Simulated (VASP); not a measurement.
# MnO (Manganosite): how cutoff and mesh change the moments, part 2 of 2

How far do the magnetic moments of MnO (Manganosite) depend on cutoff and mesh? The starting structure is a measured crystal structure from the Crystallography Open Database. The reference starts from antiferromagnetic moments, in one pattern that fits into this cell.

VASP 6.6.1.

Results so far: reference 4.32 μB on Mn; a 7×7×7 mesh 4.32 μB on Mn.

## Step 4: Run with an 18×18×18 mesh

Level of this step: PBEsol, spin-polarised from an antiferromagnetic start; plane waves and PAW (Mn_pv, O) (VASP).

Against step 2 the input has an 18×18×18 mesh.

The input, INCAR:

```
SYSTEM = MnO
PREC = Accurate
ENCUT = 480
EDIFF = 1E-07
NELM = 200
ISMEAR = 0
SIGMA = 0.05
LREAL = .FALSE.
ALGO = Normal
GGA = PS
NBANDS = 27
ISPIN = 2
MAGMOM = 4.8 -4.8 0 0
LASPH = .TRUE.
LMAXMIX = 4
LORBIT = 11
LWAVE = .FALSE.
LCHARG = .FALSE.
KPAR = 8
```

The input, POSCAR:

```
MnO
1.0
    0.0000000000      2.2230000000      2.2230000000
    2.2230000000      0.0000000000      2.2230000000
    4.4460000000      4.4460000000      0.0000000000
Mn O
2 2
Direct
    0.0000000000      0.0000000000      0.0000000000
    0.0000000000      0.0000000000      0.5000000000
    0.5000000000      0.5000000000      0.2500000000
    0.5000000000      0.5000000000      0.7500000000
```

The input, KPOINTS:

```
Automatic mesh
0
Gamma
18 18 18
0 0 0
```

PAW data sets: Mn_pv and O (PBE family, release 64).

The run is started by

```bash
> mpirun -np 8 vasp_std
```

The program printed:

```text
[... set-up lines as in an earlier step ...]
 entering main loop
       N       E                     dE             d eps       ncg     rms          rms(c)
DAV:   1     0.426939598520E+03    0.42694E+03   -0.20824E+04 64544   0.164E+03
DAV:   2    -0.148737467213E+01   -0.42843E+03   -0.40982E+03 64077   0.474E+02
DAV:   3    -0.382935542505E+02   -0.36806E+02   -0.36113E+02 68301   0.146E+02
DAV:   4    -0.391221668886E+02   -0.82861E+00   -0.82358E+00 69628   0.227E+01
[...]
DAV:  15    -0.347093008722E+02    0.52777E-07   -0.60079E-06 67286   0.155E-02    0.336E-03
DAV:  16    -0.347093007096E+02    0.16262E-06   -0.29855E-07 55976   0.488E-03    0.207E-03
DAV:  17    -0.347093006932E+02    0.16443E-07   -0.11384E-07 34068   0.226E-03
   1 F= -.34709301E+02 E0= -.34709301E+02  d E =-.199936E-27  mag=    -0.0000
```

Elapsed: 3.2 min, on 8 MPI ranks of AMD EPYC 7R43, shared host; peak memory 6.8 GiB; 25 min of CPU time.

OUTCAR, selected parts (step 4):

```text
  Total       -2.1227156     -2.1227156     -2.1227156     -0.4826573      0.4826573      0.4826573
  in kB      -77.3969804    -77.3969804    -77.3969804    -17.5983165     17.5983165     17.5983165
  external PRESSURE =     -77.3969804 kB  Pullay stress =       0.0000000 kB

 POSITION                                       TOTAL-FORCE (eV/Angst)
 -----------------------------------------------------------------------------------
      0.00000      0.00000      0.00000         0.000000      0.000000     -0.000000
      2.22300      2.22300      0.00000         0.000000      0.000000     -0.000000
      2.22300      2.22300      2.22300        -0.000000     -0.000000      0.000000
      4.44600      4.44600      2.22300         0.000000      0.000000     -0.000000
 -----------------------------------------------------------------------------------
    total drift:                                0.000000     -0.000000     -0.000000

  FREE ENERGIE OF THE ION-ELECTRON SYSTEM (eV)
  ---------------------------------------------------
  free  energy   TOTEN  =       -34.7093006932 eV

  energy  without entropy=      -34.7093006932  energy(sigma->0) =      -34.70930069

[... 2 parts as in an earlier step ...]

[... 2 further parts left out ...]
[key lines of the parts left out:]
E-fermi :   7.0202
```

An 18×18×18 mesh: the moments inside the Mn spheres have a mean size of 4.32 μB, and the cell carries 0.00 μB, with a gap of 0.76 eV on the mesh.

## Step 5: Run with a cutoff of 640 eV

Against step 2 the input has ENCUT = 640.

Changes to INCAR since step 4:

```diff
@@ -2,3 +2,3 @@
 PREC = Accurate
-ENCUT = 480
+ENCUT = 640
 EDIFF = 1E-07
```

POSCAR is that of step 4.

The input, KPOINTS:

```
Automatic mesh
0
Gamma
14 14 14
0 0 0
```

The run is started by

```bash
> mpirun -np 8 vasp_std
```

The program printed:

```text
[... set-up lines as in an earlier step ...]
 entering main loop
       N       E                     dE             d eps       ncg     rms          rms(c)
DAV:   1     0.480901238674E+03    0.48090E+03   -0.24329E+04 31384   0.199E+03
DAV:   2     0.481515266198E+01   -0.47609E+03   -0.45536E+03 31642   0.531E+02
DAV:   3    -0.380299995046E+02   -0.42845E+02   -0.41966E+02 33645   0.162E+02
DAV:   4    -0.391266490520E+02   -0.10966E+01   -0.10895E+01 34871   0.267E+01
[...]
DAV:  15    -0.347145113635E+02    0.61926E-07   -0.62422E-06 33355   0.159E-02    0.343E-03
DAV:  16    -0.347145112246E+02    0.13885E-06   -0.30729E-07 28229   0.509E-03    0.214E-03
DAV:  17    -0.347145111991E+02    0.25501E-07   -0.12019E-07 17379   0.234E-03
   1 F= -.34714511E+02 E0= -.34714511E+02  d E =-.311165E-26  mag=    -0.0000
```

Elapsed: 2.5 min, on 8 MPI ranks; peak memory 5.8 GiB; 20 min of CPU time.

OUTCAR, selected parts (step 5):

```text
  Total       -2.0635592     -2.0635592     -2.0635592     -0.4829554      0.4829554      0.4829554
  in kB      -75.2400617    -75.2400617    -75.2400617    -17.6091856     17.6091856     17.6091856
  external PRESSURE =     -75.2400617 kB  Pullay stress =       0.0000000 kB

 POSITION                                       TOTAL-FORCE (eV/Angst)
 -----------------------------------------------------------------------------------
      0.00000      0.00000      0.00000        -0.000000     -0.000000     -0.000000
      2.22300      2.22300      0.00000         0.000000      0.000000     -0.000000
      2.22300      2.22300      2.22300        -0.000000     -0.000000      0.000000
      4.44600      4.44600      2.22300         0.000000      0.000000      0.000000
 -----------------------------------------------------------------------------------
    total drift:                                0.000000      0.000000      0.000000

  FREE ENERGIE OF THE ION-ELECTRON SYSTEM (eV)
  ---------------------------------------------------
  free  energy   TOTEN  =       -34.7145111991 eV

  energy  without entropy=      -34.7145111991  energy(sigma->0) =      -34.71451120

[... 2 parts as in an earlier step ...]

[... 2 further parts left out ...]
[key lines of the parts left out:]
E-fermi :   7.0114
```

A cutoff of 640 eV: the moments inside the Mn spheres have a mean size of 4.32 μB, and the cell carries 0.00 μB, with a gap of 0.76 eV on the mesh.

## Step 6: The runs compared

| run | mean size of the moment on Mn (μB) | cell (μB) | gap on the mesh (eV) | core minutes |
| --- | --- | --- | --- | --- |
| reference | 4.32 | 0.0 | 0.76 | 14.8 |
| a 7×7×7 mesh | 4.32 | 0.0 | 0.79 | 3.07 |
| an 18×18×18 mesh | 4.32 | 0.0 | 0.76 | 25.6 |
| a cutoff of 640 eV | 4.32 | 0.0 | 0.76 | 20.0 |

Core minutes are wall time times ranks of the run shown, on a shared host.

## Step 7: Summary of results

```json
{"mean size of the moment on Mn, reference": "4.32 μB", "mean size of the moment on Mn, a 7×7×7 mesh": "4.32 μB", "mean size of the moment on Mn, an 18×18×18 mesh": "4.32 μB", "mean size of the moment on Mn, a cutoff of 640 eV": "4.32 μB"}
```

What this shows: The Mn moment is 4.32 μB in the reference and no setting moves it by more than 0.005 μB. On finer settings it changes by +0.000 μB with an 18×18×18 mesh and +0.001 μB with a cutoff of 640 eV. The functional and the magnetic order aren't tested here. Further runs on this material are not shown.

[Lines on the potential files, build, host, timing and source positions are cut from VASP's logs without a mark.]

[Logs are printed without paths, hosts, clocks, repeated set-up lines and the standing remarks that a program may print on its own settings, such as how far it seeks lower states.]

[Hosts, paths, dates, database ids (printed as entryN), source tags and the programs' standing remarks are cut or masked in the printed files.]
